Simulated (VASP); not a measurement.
# AlP (F-43m) in VASP: single point with PBE

Aim: the single point of AlP with PBE.

Everything below comes from runs of VASP 6.6.1. Logs are shortened: lines on timing, memory, paths and dates and some standing lists are left out, and cuts for length are marked.

**Measured values to compare with.**

A printed reference work, data compilation reports, for a bulk crystal of AlP at 4.2 K: band gap 2.505 eV (indirect).

How close the calculation comes is told below.

## Step 1: The cell of the first run

It takes space group F-43m (No. 216, cubic). The conventional cell has a = 5.451 Å, b = 5.451 Å, c = 5.451 Å, α = 90.00°, β = 90.00°, γ = 90.00°. Al (site symmetry -43m) has 4 P at 2.36 Å within 3.1 Å. P (site symmetry -43m) has 4 Al at 2.36 Å within 3.1 Å.

## Step 2: Single point, PBE

INCAR reads:

```
PREC     = Accurate       # precision mode
ENCUT    = 500            # plane-wave cutoff, eV
EDIFF    = 1E-6           # SCF threshold, eV
ISMEAR   = 0              # smearing method
SIGMA    = 0.01           # smearing width, eV
LREAL    = F              # projectors in reciprocal space
LASPH    = T              # aspherical terms in the spheres
NELM     = 120            # most SCF steps
ALGO     = Normal         # electronic algorithm
ISIF     = 2              # what is computed and relaxed
LWAVE    = F              # write WAVECAR
LCHARG   = F              # write CHGCAR
GGA      = PE             # functional
NBANDS   = 11             # bands
GGA_COMPAT= F
```

KPOINTS reads:

```
Automatic mesh
0
Gamma
  6 6 6
```

POSCAR reads:

```
AlP
1.0
    3.8544390000      0.0000000000      0.0000000000
    1.9272195000      3.3380420913      0.0000000000
    1.9272195000      1.1126806971      3.1471362649
Al P
1 1
Direct
    0.0000000000      0.0000000000      0.0000000000
    0.2500000000      0.2500000000      0.2500000000
```

Potentials or basis: VASP PAW PBE potentials, release 64 (Al, P).

Run with:

```console
$ cat potpaw_PBE.64/Al/POTCAR potpaw_PBE.64/P/POTCAR > POTCAR
$ mpirun -np 1 vasp_std > vasp.out
```

OUTCAR:

```text
PREC = Accurate
   ENCUT = 500
   EDIFF = 1E-6
   ISMEAR = 0
   LREAL = F
   LASPH = T
   NELM = 120
   ISIF = 2
   GGA = PE

 ion  position               nearest neighbor table
   1  0.000  0.000  0.000-   2 2.36   2 2.36   2 2.36   2 2.36
   2  0.250  0.250  0.250-   1 2.36   1 2.36   1 2.36   1 2.36

  LATTYP: Found a face centered cubic cell.
 ALAT       =     5.4509999091

  Lattice vectors:

 A1 = (   3.8544390000,   0.0000000000,   0.0000000000)
 A2 = (   1.9272195000,   3.3380420913,   0.0000000000)
 A3 = (   1.9272195000,   1.1126806971,   3.1471362649)

Analysis of symmetry for initial positions (statically):
=====================================================================
 Subroutine PRICEL returns:
 Original cell was already a primitive cell.

 Routine SETGRP: Setting up the symmetry group for a
 face centered cubic supercell.

 Subroutine GETGRP returns: Found 24 space group operations
 (whereof 24 operations were pure point group operations)
 out of a pool of 48 trial point group operations.

The static configuration has the point symmetry T_d .

Analysis of symmetry for dynamics (positions and initial velocities):
=====================================================================
 Subroutine PRICEL returns:
 Original cell was already a primitive cell.

 Routine SETGRP: Setting up the symmetry group for a
 face centered cubic supercell.

 Subroutine GETGRP returns: Found 24 space group operations
 (whereof 24 operations were pure point group operations)
 out of a pool of 48 trial point group operations.

The dynamic configuration has the point symmetry T_d .

 Subroutine INISYM returns: Found 24 space group operations
 (whereof 24 operations are pure point group operations),
 and found     1 'primitive' translations

----------------------------------------------------------------------------------------

                                     Primitive cell

  volume of cell :      40.4919

  direct lattice vectors                    reciprocal lattice vectors
     3.854439000  0.000000000  0.000000000     0.259441127 -0.149788405 -0.105916397
     1.927219500  3.338042091  0.000000000     0.000000000  0.299576810 -0.105916397
     1.927219500  1.112680697  3.147136265     0.000000000  0.000000000  0.317749190

  length of vectors
     3.854439000  3.854439000  3.854439000     0.317749190  0.317749190  0.317749190

  position of ions in fractional coordinates (direct lattice)
     0.000000000  0.000000000  0.000000000
     0.250000000  0.250000000  0.250000000

[... 75 lines left out ...]
   POTIM  = 0.5000    time-step for ionic-motion
   TEBEG  =    0.0;   TEEND  =   0.0 temperature during run
   PSTRESS=    0.0 pullay stress
   NELECT =       8.0000    total number of electrons
   NUPDOWN=      -1.0000    fix difference up-down
   EMIN   =  10.00;   EMAX   =-10.00  energy-range for DOS
   EFERMI =   0.00;   METHOD = LEGACY
   ISMEAR =     0;   SIGMA  =   0.01  broadening in eV -4-tet -1-fermi 0-gaus
   EFERMI_NEDOS =   21; number of points for ismear=-14 and -15
   IALGO  =     38    algorithm
   IMIX   =      4    mixing-type and parameters
     AMIX     =   0.40;   BMIX     =  1.00
     AMIX_MAG =   1.60;   BMIX_MAG =  1.00
  volume/ion in A,a.u.               =      20.25       136.63
  Fermi-wavevector in a.u.,A,eV,Ry     =   0.953488  1.801831 12.369597  0.909140
  Thomas-Fermi vector in A             =   2.082148
   LORBIT       =      0    0 simple, 1 ext, 2 COOP (PROOUT), +10 PAW based schemes
   GGA     = PE    functional components
   LHFCALC =     F    Hartree Fock is set to
   AEXX    =    0.0000 exact exchange contribution
   IVDW    =     0    specifies the selected vdW correction
   LEPSILON=     F    determine dielectric tensor
   LRPA    =     F    only Hartree local field effects (RPA)
 non-spin polarized calculation
 Gauss-broadening in eV      SIGMA  =   0.01
  energy-cutoff  :      500.00
  volume of cell :       40.49
 maximum number of plane-waves:      1056
   NGX = 13   NGY = 13   NGZ = 13

 number of electron       8.0000000 magnetization

 Free energy of the ion-electron system (eV)
  ---------------------------------------------------
  ext. energy  EPLUGINS =         0.00000000
  ---------------------------------------------------
  free energy    TOTEN  =       -10.35906952 eV

  energy without entropy =      -10.35906952  energy(sigma->0) =      -10.35906952

 E-fermi :   4.7547     XC(G=0):  -9.2262

 val. band max:        4.6303401838   @ k =   0.0000   0.0000   0.0000
 cond. band min:       6.1969739062   @ k =   0.5000   0.5000  -0.0000
 fundamental gap:      1.5666337224
 Fermi energy:         4.7546715477

 k-point     1 :       0.0000    0.0000    0.0000
  band No.  band energies     occupation
      1      -6.9041      2.00000
      2       4.6303      2.00000
      3       4.6303      2.00000
      4       4.6303      2.00000
      5       7.9780      0.00000
      6       9.1960      0.00000
      7       9.1960      0.00000
      8       9.1960      0.00000
      9      13.4683      0.00000
     10      13.4683      0.00000
     11      14.9538      0.00000
[... 197 lines left out ...]
 k-point    16 :      -0.3333    0.5000    0.1667
  band No.  band energies     occupation
      1      -4.5059      2.00000
      2      -0.4267      2.00000
      3       1.7060      2.00000
      4       1.9487      2.00000
      5       7.9449      0.00000
      6       8.9488      0.00000
      7      12.3067      0.00000
      8      12.6566      0.00000
      9      15.9244      0.00000
     10      16.6127      0.00000
     11      17.9516      0.00000

------------------------ aborting loop because EDIFF is reached ----------------------------------------

  FORCE on cell =-STRESS in cart. coord.  units (eV):
  Direction    XX          YY          ZZ          XY          YZ          ZX
  --------------------------------------------------------------------------------------
  -------------------------------------------------------------------------------------
  Total        0.6777969      0.6777969      0.6777969     -0.0000000     -0.0000000     -0.0000000
  in kB       26.8189417     26.8189417     26.8189417     -0.0000000     -0.0000000     -0.0000000
  external PRESSURE =      26.8189417 kB  Pullay stress =       0.0000000 kB

 VOLUME and BASIS-vectors are now :
 -----------------------------------------------------------------------------
  energy-cutoff  :      500.00
  volume of cell :       40.49
      direct lattice vectors                 reciprocal lattice vectors
     3.854439000  0.000000000  0.000000000     0.259441127 -0.149788405 -0.105916397
     1.927219500  3.338042091  0.000000000     0.000000000  0.299576810 -0.105916397
     1.927219500  1.112680697  3.147136265     0.000000000  0.000000000  0.317749190

 POSITION                                       TOTAL-FORCE (eV/Angst)
 -----------------------------------------------------------------------------------
      0.00000      0.00000      0.00000         0.000000      0.000000      0.000000
      1.92722      1.11268      0.78678        -0.000000     -0.000000     -0.000000
 -----------------------------------------------------------------------------------
    total drift:                               -0.000000     -0.000000     -0.000000

  FREE ENERGIE OF THE ION-ELECTRON SYSTEM (eV)
  ---------------------------------------------------
  free  energy   TOTEN  =       -10.3590695231 eV

  energy  without entropy=      -10.3590695231  energy(sigma->0) =      -10.35906952
```

OSZICAR:

```text
N       E                     dE             d eps       ncg     rms          rms(c)
DAV:   1     0.129134186553E+02    0.12913E+02   -0.29800E+03   352   0.535E+02
DAV:   2    -0.983733234614E+01   -0.22751E+02   -0.21105E+02   451   0.902E+01
DAV:   3    -0.107059262871E+02   -0.86859E+00   -0.86719E+00   439   0.177E+01
DAV:   4    -0.107140718355E+02   -0.81455E-02   -0.81449E-02   441   0.208E+00
DAV:   5    -0.107142115304E+02   -0.13969E-03   -0.13969E-03   457   0.252E-01    0.455E+00
DAV:   6    -0.104029041584E+02    0.31131E+00   -0.61744E-01   388   0.292E+00    0.290E+00
DAV:   7    -0.103584947404E+02    0.44409E-01   -0.22361E-01   409   0.192E+00    0.146E+00
DAV:   8    -0.103589845082E+02   -0.48977E-03   -0.15384E-02   403   0.608E-01    0.231E-01
DAV:   9    -0.103589074958E+02    0.77012E-04   -0.71127E-04   437   0.149E-01    0.944E-02
DAV:  10    -0.103590650416E+02   -0.15755E-03   -0.23353E-04   391   0.808E-02    0.109E-02
DAV:  11    -0.103590688826E+02   -0.38410E-05   -0.23539E-05   440   0.220E-02    0.105E-02
DAV:  12    -0.103590695231E+02   -0.64052E-06   -0.13745E-06   400   0.668E-03
   1 F= -.10359070E+02 E0= -.10359070E+02  d E =-.574619E-71
```

stdout:

```text
POSCAR found type information on POSCAR AlP
 POSCAR found :  2 types and       2 ions
 scaLAPACK will be used
 LDA part: xc-table for (Slater+PW92), standard interpolation
 POSCAR, INCAR and KPOINTS ok, starting setup
 FFT: planning ... GRIDC
 FFT: planning ... GRID_SOFT
 FFT: planning ... GRID
 WAVECAR not read
 entering main loop
```

It took 7.6 s on 1 thread of AMD EPYC 7R13 (Zen 3), shared host; peak memory 0.12 GiB.

What came out:

```yaml
Free_energy: -10.3591 eV
Pressure: 2.7 GPa
Band_gap_on_the_k_mesh: 1.57 eV, indirect (least direct gap 3.35 eV)
```

## Step 3: How close it comes

Step 2. Against the measured gap of AlP, 2.505 eV (indirect; 4.2 K; a printed reference work, data compilation), the calculated 1.57 eV is off by -0.94 eV. The value is that of PBE on a finite k mesh, which can miss the band edges, without temperature or zero-point motion. Semilocal functionals fall short of measured gaps as a rule.
